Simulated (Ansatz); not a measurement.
# Ta4N5: computed properties

Method: DFT PBEsol, scalar-relativistic, plane waves, PAW (Ansatz).

Plane waves to 420 eV, a k mesh through Γ of 10×10×10 on the computed 9-atom cell and Gaussian smearing (0.10 eV); no spin polarisation.

The structure is relaxed at this level of theory with its symmetry kept. Whether it is the stable form of this composition wasn't checked.

It takes space group I4/m (No. 87, tetragonal). Conventional cell: a = 6.826 Å, b = 6.826 Å, c = 4.254 Å, α = 90.00°, β = 90.00°, γ = 90.00°. Ta (site symmetry m) is surrounded by 6 N at 2.07 to 2.21 Å. N (site symmetry 4/m) has 4 Ta at 2.07 Å as nearest neighbours. N (site symmetry m) is surrounded by 5 Ta at 2.13 to 2.21 Å.

| Property | Result |
| --- | --- |
| Volume per atom | 11.01 Å³ |
| Formation energy from the elements' standard states (uncorrected) | -1.261 eV/atom |
| Kohn–Sham band gap | none (metal) |
| Density of states at the Fermi level | 1.52 states/eV per cell |
| Löwdin character within 0.5 eV of the Fermi level | Ta 5d 72 %, N 2p 23 % |
| Bulk modulus | 309 GPa |
| Its pressure derivative | 4.2 |
| Bader charges (e) | Ta (4 in the cell) 2.07, N (1 in the cell) -1.58, N (4 in the cell) -1.68 |

Spin-orbit coupling is left out, which matters for the bands of heavy elements.